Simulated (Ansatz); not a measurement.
Take a crystal in which Mo has been replaced by Ru on all its sites, with the cell rescaled by a rough guess (in some cases also distorted within its space group) and nothing relaxed:

```
Ru
1.0
    -1.56620    1.56620    1.56620
     1.56620   -1.56620    1.56620
     1.56620    1.56620   -1.56620
Ru
1
Direct
  0.00000 0.00000 0.00000
```

Level of theory: DFT PBE, scalar-relativistic, plane waves, PAW in Ansatz 0.2.0.

Settings: cutoff 420 eV, Γ-centred mesh 18×18×18 on the computed 1-atom cell, Gaussian smearing of 0.10 eV; no spin polarisation.

(1) Will this cell want to expand or contract, and how hard?

(2) Is it a metal on this mesh?

## Answers

(1) The pressure is -17.9 GPa (positive in compression), so the cell would contract.

(2) Yes, a band crosses the Fermi level.

This bcc form isn't the element's structure at ambient conditions.